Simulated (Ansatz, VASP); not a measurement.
One calculation of HfB, two programs

```
CELL_PARAMETERS angstrom
4.72083 0.00000 0.00000
-2.36041 4.08836 0.00000
0.00000 0.00000 4.67988
ATOMIC_POSITIONS crystal
Hf 0.33333 0.66667 0.24134
Hf 0.66667 0.33333 0.24134
B 0.33333 0.66667 0.74134
B 0.66667 0.33333 0.74134
```

Alike in both runs: functional PBE; k mesh 6 × 6 × 4; occupations gaussian, width 0.1 eV; no spin polarisation.

Ansatz relaxed the structure, and its values are those at the end. VASP's run is a single point on that final structure, the one shown.

```csv
,VASP,Ansatz
version,VASP 6.6.1,Ansatz 0.2.0
potentials or method,"VASP PAW PBE potentials, release 64 (Hf_pv, B)","scalar-relativistic, plane waves, PAW"
plane-wave cutoff (eV),520,420
valence electrons in the cell,26,58
```

|  | VASP | Ansatz | Ansatz less VASP |
| --- | --- | --- | --- |
| gap on the k mesh at the Fermi level (eV) | none | none | - |
| pressure (GPa) | 0.1 | 0.1 | -0.01 |

A gap of «none» marks a metal or a gap that the smearing closes. The two sets of potentials don't hold the same shells in valence.

The runs have no spin-orbit coupling, so splittings on Hf are missing.
